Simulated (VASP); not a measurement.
A run of VASP 6.6.1:

Contents of POSCAR:

```
Zn
1.0
    3.7711300000      0.0000000000      0.0000000000
    0.0000000000      3.7711300000      0.0000000000
    0.0000000000      0.0000000000      3.7711300000
Zn
3
Direct
    0.0000000000      0.5000000000      0.5000000000
    0.5000000000      0.0000000000      0.5000000000
    0.5000000000      0.5000000000      0.0000000000
```

The input INCAR.step1:

```
SYSTEM = Zn
PREC = Accurate
ENCUT = 520
EDIFF = 1E-6
ISMEAR = -1
SIGMA = 0.05
LREAL = .FALSE.
LASPH = .TRUE.
NELM = 80
ALGO = Fast
ISIF = 2
LWAVE = .FALSE.
LCHARG = .TRUE.
GGA = RP
```

File KPOINTS.step1:

```
regular mesh
0
G
  7 7 7
  0 0 0
```

Contents of INCAR.step2:

```
SYSTEM = Zn
PREC = Accurate
ENCUT = 520
EDIFF = 1E-6
ISMEAR = 0
SIGMA = 0.05
LREAL = .FALSE.
LASPH = .TRUE.
NELM = 80
ALGO = Fast
ISIF = 2
LWAVE = .FALSE.
LCHARG = .FALSE.
GGA = RP
ICHARG = 11
```

The input KPOINTS.step2:

```
path GXMGRX,MR
10
line-mode
reciprocal
 0.0000000000  0.0000000000  0.0000000000  G
 0.0000000000  0.5000000000  0.0000000000  X

 0.0000000000  0.5000000000  0.0000000000  X
 0.5000000000  0.5000000000  0.0000000000  M

 0.5000000000  0.5000000000  0.0000000000  M
 0.0000000000  0.0000000000  0.0000000000  G

 0.0000000000  0.0000000000  0.0000000000  G
 0.5000000000  0.5000000000  0.5000000000  R

 0.5000000000  0.5000000000  0.5000000000  R
 0.0000000000  0.5000000000  0.0000000000  X

 0.5000000000  0.5000000000  0.0000000000  M
 0.5000000000  0.5000000000  0.5000000000  R
```

Potentials or basis: VASP PAW PBE potentials, release 64 (Zn).

Command:

```sh
$ cat potpaw_PBE.64/Zn/POTCAR > POTCAR
$ cp INCAR.step1 INCAR
$ cp KPOINTS.step1 KPOINTS
$ mpirun -np 1 vasp_std > vasp.out
$ cp INCAR.step2 INCAR
$ cp KPOINTS.step2 KPOINTS
$ mpirun -np 1 vasp_std > vasp.out
```

Hardware: 1 thread of AMD EPYC 7R43 64-Core Processor (Zen 3), on a shared host.

**Question.** Estimate the wall time of this run.

**Answer.** It took 54 s on 1 thread of AMD EPYC 7R43 64-Core Processor (Zen 3), on a shared host, peak memory 0.14 GiB. Counts: scf iterations 6, k points 60.
